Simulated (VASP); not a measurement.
A run of VASP 6.6.1:

INCAR

```
PREC = Accurate ; ENCUT = 520
EDIFF = 1E-7 ; ISMEAR = 0
SIGMA = 0.1 ; LREAL = False
LASPH = True ; NELM = 100
ALGO = Fast ; ISIF = 2
LWAVE = False ; LCHARG = False
GGA = PE ; IVDW = 12
NBANDS = 28
```

KPOINTS

```
Automatic mesh
0
Gamma
  4 4 2
```

Contents of POSCAR:

```
PbS
1.0
    2.9405001472     -2.9000001451      0.0000000000
    2.9405001472      2.9000001451      0.0000000000
   -1.0800500540      0.0000000000     11.7092905859
Pb S
2 2
Direct
    0.7756000000      0.7756000000      0.6363800000
    0.2244000000      0.2244000000      0.3636200000
    0.2684000000      0.2684000000      0.5986000000
    0.7316000000      0.7316000000      0.4014000000
```

Potentials or basis: VASP PAW PBE potentials, release 64 (Pb_d, S).

Launch:

```bash
$ cat potpaw_PBE.64/Pb_d/POTCAR potpaw_PBE.64/S/POTCAR > POTCAR
$ mpirun -np 1 vasp_std > vasp.out
```

Hardware: 1 thread of Intel(R) Xeon(R) 6975P-C (Granite Rapids), on a shared host.

Problem. How long does it take, and how much memory?

Solution. Run time: 47 s on 1 thread of Intel(R) Xeon(R) 6975P-C (Granite Rapids) (shared host), peak memory 0.32 GiB. Counts: scf iterations 18, k points 14.
